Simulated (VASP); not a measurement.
# C: saddle point by the improved dimer method

C, defect, 15 atoms in the cell. PBE, improved dimer method; PAW potentials C (PBE set).

Path: a C atom hops into a neighbouring C vacancy; Length of the hop (Å): 1.544; Atoms free in the vibrations (from 0): 1, 3, 7, 8, 9.

## Input

INCAR.step1:
```
SYSTEM = C
PREC     = Accurate       ! precision mode
ENCUT    = 400            ! plane-wave cutoff, eV
EDIFF    = 1E-7           ! SCF threshold, eV
ISMEAR   = 0              ! smearing method
SIGMA    = 0.05           ! smearing width, eV
LREAL    = .FALSE.        ! projectors in reciprocal space
LASPH    = .TRUE.         ! aspherical terms in the spheres
NELM     = 100            ! most SCF steps
ALGO     = Normal         ! electronic algorithm
LWAVE    = .FALSE.        ! write WAVECAR
LCHARG   = .FALSE.        ! write CHGCAR
ISYM     = 0            
KPAR     = 8            
IBRION   = 2              ! ionic algorithm
NSW      = 100            ! ionic steps
ISIF     = 2              ! what is computed and relaxed
EDIFFG   = -0.005         ! ionic threshold
POTIM    = 0.5            ! step
```

INCAR.step2, as INCAR.step1 but for:
```
- EDIFF = 1E-7
- EDIFFG = -0.005
+ EDIFF = 1E-6
+ EDIFFG = -0.02
```

INCAR.step3, as INCAR.step2 but for:
```
- IBRION = 2
- NSW = 100
- ISIF = 2
- POTIM = 0.5
+ IBRION = 44
+ NSW = 300
```

INCAR.step4, as INCAR.step3 but for:
```
- EDIFF = 1E-6
- IBRION = 44
- NSW = 300
- EDIFFG = -0.02
+ EDIFF = 1E-7
+ IBRION = 5
+ NFREE = 2
+ POTIM = 0.015
+ NSW = 1
```

KPOINTS:
```
k-points
0
Gamma
  4 4 4
```

POSCAR.step1:
```
C
1.0
    0.0000000000      3.5667400000      3.5667400000
    3.5667400000      0.0000000000      3.5667400000
    3.5667400000      3.5667400000      0.0000000000
C
15
Direct
    0.3750000000      0.3750000000      0.8750000000
    0.3750000000      0.8750000000      0.3750000000
    0.3750000000      0.8750000000      0.8750000000
    0.8750000000      0.3750000000      0.3750000000
    0.8750000000      0.3750000000      0.8750000000
    0.8750000000      0.8750000000      0.3750000000
    0.8750000000      0.8750000000      0.8750000000
    0.2500000000      0.2500000000      0.2500000000
    0.2500000000      0.2500000000      0.7500000000
    0.2500000000      0.7500000000      0.2500000000
    0.2500000000      0.7500000000      0.7500000000
    0.7500000000      0.2500000000      0.2500000000
    0.7500000000      0.2500000000      0.7500000000
    0.7500000000      0.7500000000      0.2500000000
    0.7500000000      0.7500000000      0.7500000000
```

POSCAR.step2:
```
C
1.0
    0.0000000000      3.5667400000      3.5667400000
    3.5667400000      0.0000000000      3.5667400000
    3.5667400000      3.5667400000      0.0000000000
C
15
Direct
    0.3750000000      0.3750000000      0.8750000000
    0.3750000000      0.8750000000      0.3750000000
    0.3750000000      0.8750000000      0.8750000000
    0.8750000000      0.3750000000      0.3750000000
    0.8750000000      0.3750000000      0.8750000000
    0.8750000000      0.8750000000      0.3750000000
    0.8750000000      0.8750000000      0.8750000000
    0.3750000000      0.3750000000      0.3750000000
    0.2500000000      0.2500000000      0.7500000000
    0.2500000000      0.7500000000      0.2500000000
    0.2500000000      0.7500000000      0.7500000000
    0.7500000000      0.2500000000      0.2500000000
    0.7500000000      0.2500000000      0.7500000000
    0.7500000000      0.7500000000      0.2500000000
    0.7500000000      0.7500000000      0.7500000000
```

POSCAR.step3:
```
C                                       
1.0
    0.0000000000      3.5667400000      3.5667400000
    3.5667400000      0.0000000000      3.5667400000
    3.5667400000      3.5667400000      0.0000000000
C
15
Direct
    0.3638521343      0.3896268852      0.8548170604
    0.3752856565      0.8565049994      0.3733109152
    0.3742032662      0.8628665916      0.8664175907
    0.8477603642      0.3832621868      0.3865055554
    0.8662627972      0.3697420183      0.8706021467
    0.8720835237      0.8671897751      0.3725403071
    0.8675285313      0.8740194437      0.8727630143
    0.3041218226      0.3097332303      0.3156228147
    0.2485534707      0.2444973779      0.7547895344
    0.2439832589      0.7619491588      0.2368510976
    0.2491908336      0.7471753623      0.7405909042
    0.7597202926      0.2443493765      0.2411049869
    0.7544706066      0.2315658667      0.7439931305
    0.7537859458      0.7428792029      0.2391817311
    0.7442602176      0.7478021070      0.7416197836

   -0.0700453585     -0.0700455199     -0.0019257347
   -0.0700460539     -0.0019250976     -0.0700461224
   -0.0320847039     -0.0332859743     -0.0332858307
   -0.0019261543     -0.0700450263     -0.0700449299
   -0.0332857299     -0.0320849149     -0.0332858182
   -0.0332857315     -0.0332859691     -0.0320847933
   -0.0353849500     -0.0353851412     -0.0353850404
    0.5520281244      0.5520279741      0.5520280669
   -0.0699569756     -0.0699572606     -0.0020969591
   -0.0699571061     -0.0020971432     -0.0699572332
   -0.0319787811     -0.0333088147     -0.0333089767
   -0.0020968796     -0.0699571487     -0.0699569875
   -0.0333088084     -0.0319790454     -0.0333087092
   -0.0333089643     -0.0333087211     -0.0319788755
   -0.0353619272     -0.0353621971     -0.0353620560
```

POSCAR.step4:
```
C
1.0
    0.0000000000      3.5667400000      3.5667400000
    3.5667400000      0.0000000000      3.5667400000
    3.5667400000      3.5667400000      0.0000000000
C
15
Selective dynamics
Direct
    0.3825230168      0.3834365840      0.8021813068  F F F
    0.3808686034      0.8496717337      0.3770740060  T T T
    0.3656800533      0.8653715374      0.8707563348  F F F
    0.8939408332      0.3786406690      0.3780803651  T T T
    0.8614031653      0.3707348484      0.8814411393  F F F
    0.8684086246      0.8789187146      0.3749272227  F F F
    0.8648953264      0.8710688683      0.8745774952  F F F
    0.2563023791      0.3089496798      0.3593790969  T T T
    0.2376643759      0.2391479771      0.7217311293  T T T
    0.2386117824      0.7681843576      0.2348457012  T T T
    0.2408579388      0.7388360769      0.7472699458  F F F
    0.8134695344      0.2342881280      0.2332591075  F F F
    0.7343258460      0.2469138171      0.7543016048  F F F
    0.7449863815      0.7524320164      0.2499867039  F F F
    0.7411248607      0.7465685741      0.7508994136  F F F
```

POSCAR.step5:
```
C
1.0
    0.0000000000      3.5667400000      3.5667400000
    3.5667400000      0.0000000000      3.5667400000
    3.5667400000      3.5667400000      0.0000000000
C
15
Selective dynamics
Direct
    0.3758009834      0.3758009868      0.8741990206  F F F
    0.3758009835      0.8741990219      0.3758009837  T T T
    0.3758009806      0.8741990173      0.8741990176  F F F
    0.8741990229      0.3758009852      0.3758009817  T T T
    0.8741990175      0.3758009832      0.8741990153  F F F
    0.8741990195      0.8741990176      0.3758009806  F F F
    0.8750000007      0.8750000048      0.8749999948  F F F
    0.2413545372      0.2413545359      0.2413545391  T T T
    0.2413545238      0.2413545257      0.7759364129  T T T
    0.2413545302      0.7759363975      0.2413545312  T T T
    0.2492525153      0.7502491610      0.7502491593  F F F
    0.7759364112      0.2413545255      0.2413545251  F F F
    0.7502491582      0.2492525204      0.7502491593  F F F
    0.7502491570      0.7502491589      0.2492525219  F F F
    0.7502491591      0.7502491583      0.7502491570  F F F
```

Commands (each step's output is kept before the next begins):
```
cat potpaw_PBE.64/C/POTCAR > POTCAR
cp INCAR.step1 INCAR
cp POSCAR.step1 POSCAR
mpirun -np 8 vasp_std > vasp.out
cp INCAR.step2 INCAR
cp POSCAR.step2 POSCAR
mpirun -np 8 vasp_std > vasp.out
# the block under the positions in POSCAR is the starting axis: the straight line between the two relaxed ends
cp INCAR.step3 INCAR
cp POSCAR.step3 POSCAR
mpirun -np 8 vasp_std > vasp.out
# POSCAR: the saddle point
cp INCAR.step4 INCAR
cp POSCAR.step4 POSCAR
mpirun -np 8 vasp_std > vasp.out
# POSCAR: the relaxed minimum
cp POSCAR.step5 POSCAR
mpirun -np 8 vasp_std > vasp.out
```

## Result

- Barrier (eV): 2.811
- Barrier with zero-point energies (eV): 2.706
- Imaginary frequency (cm⁻¹): 531
- Imaginary modes at the saddle: 1
- Attempt frequency (THz): 57.5
- Force evaluations of the dimer: 105
- Largest force left (eV/Å): 0.0199
- Ionic steps, all stages: 183
- Electronic steps, all stages: 1089

Vibrations (cm⁻¹; a negative value is imaginary):

| Mode | Minimum | Saddle |
|---|---|---|
| 1 | 1166 | 1115 |
| 2 | 1146 | 1105 |
| 3 | 1112 | 960 |
| 4 | 1074 | 957 |
| 5 | 1013 | 931 |
| 6 | 962 | 901 |
| 7 | 958 | 881 |
| 8 | 953 | 826 |
| 9 | 898 | 759 |
| 10 | 806 | 707 |
| 11 | 769 | 655 |
| 12 | 740 | 590 |
| 13 | 633 | 581 |
| 14 | 462 | 434 |
| 15 | 405 | -531 |

Harmonic rate, classical:

| Temperature (K) | Jumps per second |
|---|---|
| 300 | 3.5e-34 |
| 600 | 1.4e-10 |
| 900 | 0.011 |

The cell is C (16 atoms) with one C atom missing.

Limits: the cell holds 15 atoms, so the vacancy or interstitial meets its own images and the barrier isn't that of a lone defect; the attempt frequency counts the hopping atom and the four atoms nearest to it, while all others are held.

VASP 6.6.1 took 1376 s on 8 cores (AMD EPYC 9R45 (Zen 5)), a shared host.
